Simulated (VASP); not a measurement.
Here is a VASP 6.6.1 calculation.

File INCAR:

```
  ALGO = Fast
  EDIFF = 1E-6
  ENCUT = 520
  GGA = CA
  ISIF = 2
  ISMEAR = 0
  LASPH = T
  LCHARG = T
  LELF = T
  LREAL = F
  LVACPOTAV = T
  LVHAR = T
  LWAVE = F
  NELM = 60
  PREC = Accurate
  SIGMA = 0.1
```

The input KPOINTS:

```
k-points
0
Gamma
  12 12 1
```

POSCAR

```
Cu
1.0
    2.5561910140      0.0000000000      0.0000000000
    0.0000000000      2.5561910140      0.0000000000
    0.0000000000      0.0000000000     28.4600000000
Cu
9
Direct
    0.0000000000      0.0000000000      0.2459592410
    0.5000000000      0.5000000000      0.3094694308
    0.0000000000      0.0000000000      0.3729796205
    0.5000000000      0.5000000000      0.4364898103
    0.0000000000      0.0000000000      0.5000000000
    0.5000000000      0.5000000000      0.5635101897
    0.0000000000      0.0000000000      0.6270203795
    0.5000000000      0.5000000000      0.6905305692
    0.0000000000      0.0000000000      0.7540407590
```

Potentials or basis: VASP PAW LDA potentials, release 64 (Cu).

Launch:

```bash
$ cat potpaw_LDA.64/Cu/POTCAR > POTCAR
$ mpirun -np 1 vasp_std > vasp.out
```

Question: Predict the band gap on the k mesh.

Answer: None (metal or under the smearing width).

Question: Estimate the largest force.

Answer: 0.682 eV/Å.

Forces in eV/Å, atoms in the order of the input:
```
Cu   0.000  0.000  0.682
Cu   0.000  0.000 -0.209
Cu   0.000  0.000 -0.004
Cu   0.000  0.000  0.012
Cu   0.000  0.000  0.000
Cu   0.000  0.000 -0.012
Cu   0.000  0.000  0.004
Cu   0.000  0.000  0.209
Cu   0.000  0.000 -0.682
```
